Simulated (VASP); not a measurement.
Al2O3: relaxation of cell and atoms with PBEsol

Al2O3:

```xyz
10
Lattice="2.3803 1.3742 4.3319 -2.3803 1.3742 4.3319 0.0000 -2.7485 4.3319" Properties=species:S:1:pos:R:3 pbc="T T T"
Al    0.0000    0.0000    4.5765
Al    0.0000    0.0000    1.9213
Al    0.0000    0.0000    8.4191
Al    0.0000    0.0000   11.0743
O    -0.9203    1.3742    7.5808
O    -0.7300   -1.4841    7.5808
O     1.6503    0.1099    7.5808
O     0.9203   -1.3742    5.4148
O     0.7300    1.4841    5.4148
O    -1.6503   -0.1099    5.4148
```

The cell isn't the ideal one: cell-pbesol.

```yaml
Program: VASP 6.6.1
Task: relaxation of cell and atoms
Functional: PBEsol
Potentials_or_basis: VASP PAW PBE potentials, release 64 (Al, O)
Cutoff: 600 eV
k_mesh: 6 × 6 × 6
Occupations: gaussian, width 0.01 eV
Spin: no spin polarisation
Dipole_correction: no
Further_INCAR_settings: ALGO = Normal; EDIFF = 1e-06; IBRION = 2; EDIFFG = -0.005; NSW = 80; ISIF = 3
```

```
Relaxed volume                         : 8.55 Å³/atom
Relaxed cell                           : a = 5.138 Å, b = 5.138 Å, c = 5.138 Å, α = 55.35°, β = 55.35°, γ = 55.35°
Space group after relaxing (to 0.05 Å) : R-3c (No. 167)
Energy gained by relaxing              : 0.4 meV/atom
Ionic steps                            : 7
Pressure after relaxing                : 0.0 GPa
Band gap on the k mesh                 : 6.05 eV, direct
```

Forces in eV/Å, atoms in the order of the input:
```
Al   0.000  0.000  0.002
Al   0.000  0.000 -0.002
Al   0.000  0.000 -0.002
Al   0.000  0.000  0.002
O   -0.001  0.000  0.000
O    0.000 -0.001  0.000
O    0.000  0.001  0.000
O    0.001  0.000  0.000
O    0.000  0.001  0.000
O    0.000 -0.001  0.000
```

Step by step:
```
step  energy change (eV)  largest force (eV/Å)  pressure (GPa)  volume (Å³)
   1              0.0000                0.0887            1.50        85.02
   2             -0.0019                0.0280           -1.28        86.00
   3             -0.0036                0.0360           -0.15        85.60
   4             -0.0036                0.0347           -0.20        85.61
   5             -0.0038                0.0113            0.00        85.54
   6             -0.0038                0.0091           -0.03        85.55
   7             -0.0038                0.0025            0.02        85.54
```

Final structure:
```cif
data_structure
_symmetry_space_group_name_H-M 'P 1'
_symmetry_Int_Tables_number 1
_cell_length_a 5.1378
_cell_length_b 5.1378
_cell_length_c 5.1378
_cell_angle_alpha 55.348
_cell_angle_beta 55.348
_cell_angle_gamma 55.348
_cell_volume 85.54
loop_
_atom_site_label
_atom_site_type_symbol
_atom_site_fract_x
_atom_site_fract_y
_atom_site_fract_z
_atom_site_occupancy
Al1 Al 0.35206 0.35206 0.35206 1
Al2 Al 0.14794 0.14794 0.14794 1
Al3 Al 0.64794 0.64794 0.64794 1
Al4 Al 0.85206 0.85206 0.85206 1
O1 O 0.55582 0.94418 0.25000 1
O2 O 0.25000 0.55582 0.94418 1
O3 O 0.94418 0.25000 0.55582 1
O4 O 0.44418 0.05582 0.75000 1
O5 O 0.75000 0.44418 0.05582 1
O6 O 0.05582 0.75000 0.44418 1
```

Levels at points of the mesh, in eV from the valence-band top:
```
           k point  band 22  band 23  band 24  band 25  band 26  band 27
(0.00, 0.00, 0.00)    -0.04    -0.04     0.00     6.05     8.92    10.61
(0.50, 0.00, 0.00)    -0.91    -0.27    -0.27     9.27     9.27     9.49
(0.50, 0.50, 0.00)    -0.91    -0.74    -0.25     9.42     9.56     9.74
(0.50, 0.50, 0.50)    -0.38    -0.38    -0.38     8.49     8.49    10.91
```

It took 11 min on 1 thread of Intel(R) Xeon(R) Platinum 8175M CPU @ 2.50GHz (Skylake/Cascade Lake), with other jobs on the host, peak memory 0.3 GiB.

Caveat: the PAW data sets were made with another functional, which shifts forces and pressure a little. A k mesh can miss the band edges.
